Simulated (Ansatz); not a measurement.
## Si: a ladder of calculations

Cell of run 1: a COD entry, ions relaxed with PBE at fixed cell.

Space group Ia-3 (No. 206); a = 6.6360 Å.

| site | Wyckoff | site symmetry | x | y | z |
| --- | --- | --- | --- | --- | --- |
| Si | 16c | .3. | 0.1017 | 0.1017 | 0.1017 |

One atom of each set is listed; the run and its k-mesh use a cell of 8 atoms with edges of 5.75, 5.75, 5.75 Å.

All runs are DFT with Ansatz 0.2.0 (plane waves and PAW, scalar-relativistic unless spin–orbit coupling is named, Γ-centred meshes, Fermi–Dirac smearing where given) in this cell.

Run 1: PBE, atoms relaxed; 420 eV, 10×10×10 k-points, smearing 0.05 eV.
Run 2: r2SCAN, at the relaxed atoms; 500 eV, 10×10×10 k-points, smearing 0.05 eV.
Run 3: LDA, at the relaxed atoms; 420 eV, 10×10×10 k-points, smearing 0.05 eV.
Run 4: PBEsol, at the relaxed atoms; 420 eV, 10×10×10 k-points, smearing 0.05 eV.

```json
{"run": "1", "Si V_zz (η)": "-1.06 (0.00)"}
{"run": "2", "Si V_zz (η)": "?"}
{"run": "3", "Si V_zz (η)": "-1.08 (0.00)"}
{"run": "4", "Si V_zz (η)": "-1.00 (0.00)"}
```

V_zz in 10²¹ V/m².

Task: Estimate the row of run 2.

Result: Si: -1.12 (0.00). It lies nearest to run 3, from whose tensors on these sites it differs by 0.04 at most (largest principal value of the difference, on Si).

Semilocal functionals make gaps too small and can close them, so the real compound need not be a metal. In runs 1, 2, 3, 4 there is no gap above 0.1 eV, so the gradients can move by 10 % or more with the k-mesh.
